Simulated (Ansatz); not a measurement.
The system is MnS.

```
CELL_PARAMETERS angstrom
-1.83000 -1.05655 5.94184
1.83000 -1.05655 5.94184
0.00000 2.11310 5.94184
ATOMIC_POSITIONS crystal
Mn 0.00000 0.00000 0.00000
Mn 0.50000 0.50000 0.50000
S 0.25000 0.25000 0.25000
S 0.75000 0.75000 0.75000
```

The cell is a database's computed one.

The cell isn't the ideal one: another cell of the same crystal, with 4 atoms.

Program: Ansatz 0.2.0. Alike in all runs: task single point; potentials or basis Ansatz PAW; spin collinear, antiferromagnetic start; cell another cell of the same crystal, with 4 atoms; k mesh 9 × 9 × 9; cutoff (eV) 420; smearing fermi-dirac 0.05 eV.

Problem. Order these runs on this cell by their band gap on the k mesh, lowest first.
A. level PBEsol
B. level PBEsol+U; U Mn d U = 3 eV; hubbard projectors ortho-atomic (the default); double counting fll (the default)
C. level PBEsol+U; U Mn d U = 2 eV; hubbard projectors ortho-atomic (the default); double counting fll (the default)
D. level PBEsol+U; U Mn d U = 4 eV; hubbard projectors ortho-atomic (the default); double counting fll (the default)

Solution. A (0.72 eV), C (1.67 eV), B (2.08 eV), D (2.30 eV).

Caveats: odd divisions of the mesh miss points on the zone boundary, where band edges often lie, so the gap on the mesh can be too wide; the magnetic or orbital state may not be the lowest (some runs).

A k mesh can miss the band edges.

Not every run made on this cell is shown here.
